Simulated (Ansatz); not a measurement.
System: HgSe (zinc blende type), 2 atoms in the cell.

Theory: PBE with spin–orbit coupling, all-electron LAPW, point nucleus (Ansatz 0.2.0 development build).

k-mesh 6×6×6 Γ-centred; Fermi–Dirac smearing of 0.02 eV.

```
Hg Se
1.0
     0.00000    3.13500    3.13500
     3.13500    0.00000    3.13500
     3.13500    3.13500    0.00000
Hg Se
1 1
Cartesian
  0.0000 0.0000 0.0000
  1.5675 1.5675 1.5675
```

(1) Would the cell expand or shrink if it were free to relax?

Results:

(1) The pressure is -0.65 GPa, so at these settings the cell is stretched and would shrink.

The k-mesh is modest, so these values aren't fully converged in k.
